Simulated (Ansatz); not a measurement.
Runs of Ansatz 0.2.0 on CuO. The typed cell holds 4 atoms: a = 2.880 Å, b = 2.880 Å, c = 5.176 Å, α = 89.81°, β = 89.81°, γ = 89.22°. The cell comes from a database or a generator and needn't be the stable form of this composition.

```tsv
task	level	U	cell	k mesh	cutoff (eV)	atoms under strain	hubbard projectors	double counting	points for each segment of the path	gap on the mesh (eV)	pressure (GPa)	relaxed volume (Å³/atom)	largest force (eV/Å)
elastic constants	LDA	-	as given	8 × 8 × 5	420	relaxed	-	-	-	none	(c)	-	-
relaxation of cell and atoms	PBEsol+U	Cu d U = 5.3 eV	relaxed	9 × 9 × 5	420	-	ortho-atomic (the default)	fll (the default)	-	none	0.0	10.86	-
relaxation of cell and atoms	r2SCAN+U	Cu d U = 4.5 eV	relaxed	9 × 9 × 5	500	-	ortho-atomic (the default)	fll (the default)	-	none	0.0	10.87	-
band structure	r2SCAN	-	as given	9 × 9 × 5	500	-	-	-	14	none	-0.7	-	0.01
single point	PBE	-	as given	7 × 7 × 4	420	-	-	-	-	none	(a)	-	0.01
single point	PBE	-	as given	9 × 9 × 5	250	-	-	-	-	none	3.7	-	0.01
relaxation of cell and atoms	PBE+D3(BJ)	-	relaxed	9 × 9 × 5	420	-	-	-	-	none	0.0	10.90	-
relaxation of cell and atoms	PBEsol	-	relaxed	9 × 9 × 5	420	-	-	-	-	none	0.0	(b)	-
```

Alike in all rows: potentials or basis Ansatz PAW; no spin polarisation; smearing fermi-dirac 0.05 eV.

Problem. Fill in the values left out.

Solution. (a) 5.8; (b) 10.67; (c) -8.5.

Caveats: the run has no spin polarisation, though such a crystal can be magnetic; semilocal functionals often make such compounds metallic where correlation or magnetic order opens a gap, which also shifts bond lengths (some runs); the PAW data sets come from PBE, with cores solved anew for the run's functional, which leaves a small shift of forces and pressure (some runs); the plane-wave basis is chosen anew once the cell has moved, so the energies of steps on either side of that aren't comparable (some runs); U without spin polarisation on a metal has little footing (some runs); the cell is more than 3 GPa from zero pressure, which shifts response properties (some runs); elastic constants of metals need much finer meshes, so these are rough (some runs).

A gap of «none» marks a metal or a gap under the smearing width.
